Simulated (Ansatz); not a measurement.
# LiNbO3: the cost of one run

Method: DFT PBE, scalar-relativistic, plane waves, PAW, in Ansatz 0.2.0.

### Step 1. The starting structure

It takes space group R-3c (No. 167, trigonal). The conventional cell has a = 5.138 Å, b = 5.138 Å, c = 13.499 Å, α = 90.00°, β = 90.00°, γ = 120.00°. Li (site symmetry 32) is surrounded by 3 O at 1.92 Å. Nb (site symmetry -3) has 6 O at 1.97 Å as nearest neighbours. O (site symmetry 2) is surrounded by 1 Li at 1.92 Å and 2 Nb at 1.97 Å.

Coordinates:

```xyz
40
Lattice="-5.1378 -2.9663 4.4996 5.1378 -2.9663 4.4996 0.0000 5.9326 4.4996" Properties=species:S:1:pos:R:3 pbc="T T T"
Li    0.0000    0.0000    3.3747
Li    0.0000   -2.9663    7.8742
Li   -2.5689    1.4832    7.8742
Li    2.5689    1.4832    7.8742
Li   -2.5689   -1.4832    5.6245
Li    2.5689   -1.4832    5.6245
Li    0.0000    2.9663    5.6245
Li    0.0000    0.0000   10.1240
Nb    0.0000    0.0000    0.0000
Nb    0.0000   -2.9663    4.4996
Nb   -2.5689    1.4832    4.4996
Nb    2.5689    1.4832    4.4996
Nb   -2.5689   -1.4832    2.2498
Nb    2.5689   -1.4832    2.2498
Nb    0.0000    2.9663    2.2498
Nb    0.0000    0.0000    6.7494
O    -0.6456   -1.4832    5.6245
O     4.4922   -1.4832    5.6245
O     1.9233    2.9663    5.6245
O     1.9233    0.0000   10.1240
O    -3.5306    0.1825    5.6245
O     1.6072    0.1825    5.6245
O    -0.9617    4.6320    5.6245
O    -0.9617    1.6657   10.1240
O    -3.5306   -3.1488    5.6245
O     1.6072   -3.1488    5.6245
O    -0.9617    1.3007    5.6245
O    -0.9617   -1.6657   10.1240
O     0.9617   -1.6657    3.3747
O     0.9617   -4.6320    7.8742
O    -1.6072   -0.1825    7.8742
O     3.5306   -0.1825    7.8742
O    -1.9233    0.0000    3.3747
O    -1.9233   -2.9663    7.8742
O    -4.4922    1.4832    7.8742
O     0.6456    1.4832    7.8742
O     0.9617    1.6657    3.3747
O     0.9617   -1.3007    7.8742
O    -1.6072    3.1488    7.8742
O     3.5306    3.1488    7.8742
```

The runs take a perfect supercell of 40 atoms; the defect goes to fractional position (0.917, 0.833, 0.833).

### Step 2. The perfect supercell

input.yaml reads:

```yaml
crystal:
  lattice:
    - [-5.1378, -2.96631, 4.499567]
    - [5.1378, -2.96631, 4.499567]
    - [0.0, 5.93262, 4.499567]
  atoms:
    - { symbol: Li, position: [0.25, 0.25, 0.25] }
    - { symbol: Li, position: [0.75, 0.75, 0.25] }
    - { symbol: Li, position: [0.75, 0.25, 0.75] }
    - { symbol: Li, position: [0.25, 0.75, 0.75] }
    - { symbol: Li, position: [0.75, 0.25, 0.25] }
    - { symbol: Li, position: [0.25, 0.75, 0.25] }
    - { symbol: Li, position: [0.25, 0.25, 0.75] }
    - { symbol: Li, position: [0.75, 0.75, 0.75] }
    - { symbol: Nb, position: [0.0, 0.0, 0.0] }
    - { symbol: Nb, position: [0.5, 0.5, 0.0] }
    - { symbol: Nb, position: [0.5, 0.0, 0.5] }
    - { symbol: Nb, position: [0.0, 0.5, 0.5] }
    - { symbol: Nb, position: [0.5, 0.0, 0.0] }
    - { symbol: Nb, position: [0.0, 0.5, 0.0] }
    - { symbol: Nb, position: [0.0, 0.0, 0.5] }
    - { symbol: Nb, position: [0.5, 0.5, 0.5] }
    - { symbol: O, position: [0.562825, 0.437175, 0.25] }
    - { symbol: O, position: [0.062825, 0.937175, 0.25] }
    - { symbol: O, position: [0.062825, 0.437175, 0.75] }
    - { symbol: O, position: [0.562825, 0.937175, 0.75] }
    - { symbol: O, position: [0.75, 0.062825, 0.437175] }
    - { symbol: O, position: [0.25, 0.562825, 0.437175] }
    - { symbol: O, position: [0.25, 0.062825, 0.937175] }
    - { symbol: O, position: [0.75, 0.562825, 0.937175] }
    - { symbol: O, position: [0.937175, 0.25, 0.062825] }
    - { symbol: O, position: [0.437175, 0.75, 0.062825] }
    - { symbol: O, position: [0.437175, 0.25, 0.562825] }
    - { symbol: O, position: [0.937175, 0.75, 0.562825] }
    - { symbol: O, position: [0.25, 0.437175, 0.062825] }
    - { symbol: O, position: [0.75, 0.937175, 0.062825] }
    - { symbol: O, position: [0.75, 0.437175, 0.562825] }
    - { symbol: O, position: [0.25, 0.937175, 0.562825] }
    - { symbol: O, position: [0.437175, 0.062825, 0.25] }
    - { symbol: O, position: [0.937175, 0.562825, 0.25] }
    - { symbol: O, position: [0.937175, 0.062825, 0.75] }
    - { symbol: O, position: [0.437175, 0.562825, 0.75] }
    - { symbol: O, position: [0.062825, 0.25, 0.437175] }
    - { symbol: O, position: [0.562825, 0.75, 0.437175] }
    - { symbol: O, position: [0.562825, 0.25, 0.937175] }
    - { symbol: O, position: [0.062825, 0.75, 0.937175] }
basis:
  ecutwfc: 420
  fft_grid_basis: typed
kpoints:
  mp_grid: { grid: [3, 3, 3] }
hamiltonian:
  xc: pbe
  pseudopotentials: { kind: paw }
scf:
  occupations: { method: gaussian, width: 0.05 }
output:
  forces: true
  stress: false
  eigenvalues: true
  bader: false
  write_density: true
  volumetric_format: npy
```

Run with:

```console
ansatz run input.yaml --threads 4 --pin off --max-ram 10240MiB --backend cpu --events-out ev --progress --plain --runs-dir out
```

What time and memory should one allow on 4 threads of Arm Neoverse N1, shared host?

About 15 s, with a peak of 1.8 GiB.
